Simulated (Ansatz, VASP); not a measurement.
**B: VASP beside Ansatz**

```
CELL_PARAMETERS angstrom
1.67690 0.00000 0.00000
-0.83845 1.45224 0.00000
0.00000 0.00000 3.63542
ATOMIC_POSITIONS crystal
B 0.00000 0.00000 0.00000
```

Change from the starting cell: strain -0.015 along x and y, +0.000 along z, atoms carried along.

Alike in both runs: task single point; functional PBEsol; k mesh 33 × 33 × 14; occupations gaussian, width 0.15 eV; no spin polarisation.

|  | VASP | Ansatz |
| --- | --- | --- |
| version | VASP 6.6.1 | Ansatz 0.2.0 |
| potentials or method | VASP PAW PBE potentials, release 64 (B) | scalar-relativistic, plane waves, PAW |
| plane-wave cutoff (eV) | 520 | 420 |
| valence electrons in the cell | 3 | 3 |

```tsv
	VASP	Ansatz	Ansatz less VASP
gap on the k mesh at the Fermi level (eV)	none	none	-
pressure (GPa)	10.9	10.7	-0.24
largest component of the traceless stress (GPa)	11.62	11.29	-0.330
```

A gap of «none» marks a metal or a gap that the smearing closes.

Caveats: the PAW data sets were made with another functional, which shifts forces and pressure a little (VASP).
